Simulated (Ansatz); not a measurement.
# C2H3O2: the cost of one run

Program: Ansatz 0.2.0. Level of theory: the levels named in each step. These are calculated values, not measurements.

## (1) The structure to begin with

Bond lengths: C1–C2 1.586 Å, C2–O3 1.239 Å, C2–O4 1.240 Å, C1–H5 1.091 Å, C1–H6 1.089 Å, C1–H7 1.089 Å. Angles: C1–C2–O3 115.9°, C1–C2–O4 115.2°, O3–C2–O4 128.9°, C2–C1–H5 109.2°, C2–C1–H6 110.6°, C2–C1–H7 109.3°, H5–C1–H6 109.6°, H5–C1–H7 108.5°, H6–C1–H7 109.6°.

Coordinates:

```xyz
7

C    -1.4431   -0.1676   -0.0010
C     0.1322    0.0129   -0.0001
O     0.7956   -1.0275   -0.1145
O     0.5303    1.1811    0.1154
H    -1.8485    0.2161    0.9358
H    -1.7079   -1.2183   -0.1115
H    -1.8702    0.4058   -0.8227
```

## (2) A rough first relaxation, PBE-D4/def2-SVPD

This run stands in another session on the same molecule. It ended at:

```xyz
7

C    -1.4297   -0.1731   -0.0015
C     0.1247    0.0078   -0.0007
O     0.8143   -1.0473   -0.1165
O     0.5249    1.2033    0.1174
H    -1.8518    0.2280    0.9435
H    -1.7206   -1.2364   -0.1130
H    -1.8734    0.4204   -0.8279
```

## (3) Relaxation, r2SCAN-D4/def2-TZVPPD

The input, input.yaml:

```yaml
crystal:
  periodic: [false, false, false]
  atoms:
    - { symbol: C, position_ang: [-1.42968355, -0.17313518, -0.00152862] }
    - { symbol: C, position_ang: [0.12471042, 0.00782294, -0.00068307] }
    - { symbol: O, position_ang: [0.81433315, -1.04733643, -0.11650671] }
    - { symbol: O, position_ang: [0.52485269, 1.20332867, 0.11740981] }
    - { symbol: H, position_ang: [-1.85178712, 0.22801042, 0.94350713] }
    - { symbol: H, position_ang: [-1.72059357, -1.23644483, -0.11300544] }
    - { symbol: H, position_ang: [-1.87341202, 0.42038443, -0.82791311] }
total_charge: -1
basis:
  gaussian: { orbitals: def2-TZVPPD.json }
hamiltonian:
  xc: r2scan
  dispersion: d4
relax:
  f_tol: 0.002
  max_steps: 150
```

The run is started by

```console
$ ansatz run input.yaml --threads 4 --pin off --max-ram 10240MiB --backend cpu --events-out ev --progress --plain --runs-dir out
```

**Question.** How long does this run take on 4 threads of Arm Neoverse V1, shared host, and how much memory does it need?

About 22 s, with a peak of 0.39 GiB.
